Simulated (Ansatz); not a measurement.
NaF built on the rocksalt prototype (r2SCAN geometry), in Ansatz:

Space group Fm-3m (No. 225). a = 4.594 Å, b = 4.594 Å, c = 4.594 Å, α = 90.00°, β = 90.00°, γ = 90.00°

| atom | site | symmetry | x | y | z |
| --- | --- | --- | --- | --- | --- |
| Na | 4a | m-3m | 0.0000 | 0.0000 | 0.0000 |
| F | 4b | m-3m | 0.5000 | 0.0000 | 0.0000 |

G0W0@PBE with 132 empty bands, a screening cutoff of 180 eV and a 6×6×6 mesh (PAW, contour deformation) gives 10.687 eV over the mesh points, from a PBE gap of 6.456 eV; it sums over 140 bands with 137 plane waves in the screening and a wave cutoff of 420 eV. The G0W0 figures hold for the stated bands, cutoff and mesh and aren't extrapolated. Spin-unpolarised throughout; all numbers are computed.

Problem. Estimate the gap with starting point HSE06.

Solution. 11.726 eV (+1.039 eV), from a Kohn-Sham gap of 8.636 eV.

Problem. Estimate the gap with empty bands 257, screening cutoff 260 eV.

Solution. 10.825 eV (+0.138 eV), from a Kohn-Sham gap of 6.456 eV.

Problem. Estimate the gap with potentials of the kind norm-conserving.

Solution. 10.647 eV (-0.040 eV), from a Kohn-Sham gap of 6.447 eV.
